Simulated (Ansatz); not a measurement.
## Response to strain in ZnTe

Base system: ZnTe in the zinc blende structure (space group F-43m, No. 216).

```
ZnTe
1.0
    0.00000     3.08959     3.08959
    3.08959     0.00000     3.08959
    3.08959     3.08959     0.00000
Te Zn
1 1
Direct
  0.75000   0.75000   0.75000
  0.00000   0.00000   0.00000
```

Cartesian axes are those of the cell as printed.

Strains are applied to the cell and any free atomic positions relax; under biaxial strain the out-of-plane vector relaxes too.

Calculations: DFT with PBE, PAW potentials and a 420 eV plane-wave cutoff in Ansatz (a program for electronic structure), scalar-relativistic without spin-orbit coupling, earlier PAW set.

Notes on the quantities. pressure: mean of the normal stresses, compression positive.

| case | space group | shortest interatomic distance | pressure |
|---|---|---|---|
| base | F-43m (No. 216) | 2.676 Å | 0.00 GPa |
| biaxial strain −0.34 %, plane normal [001], relaxed out of plane | I-4m2 (No. 119) | 2.673 Å | 0.15 GPa |
| biaxial strain −1.76 %, plane normal [110], relaxed out of plane | Imm2 (No. 44) | 2.647 Å | 1.05 GPa |
| biaxial strain +1.35 %, plane normal [111], relaxed out of plane | R3m (No. 160) | 2.678 Å | -0.79 GPa |
| isotropic strain −1.97 % | F-43m (No. 216) | 2.623 Å | 2.97 GPa |
| uniaxial strain ε_yy = −5.43 % | I-4m2 (No. 119) | 2.628 Å | 2.71 GPa |
| uniaxial strain ε_yy = −5.35 % | I-4m2 (No. 119) | 2.629 Å | 2.66 GPa |
| uniaxial strain ε_yy = +1.59 % | I-4m2 (No. 119) | 2.690 Å | -0.66 GPa |
| uniaxial strain ε_zz = +4.85 % | I-4m2 (No. 119) | 2.720 Å | -1.85 GPa |
| tensor shear ε_yz = +1.95 % | Imm2 (No. 44) | 2.663 Å | 0.03 GPa |

No phonon test of stability was made.
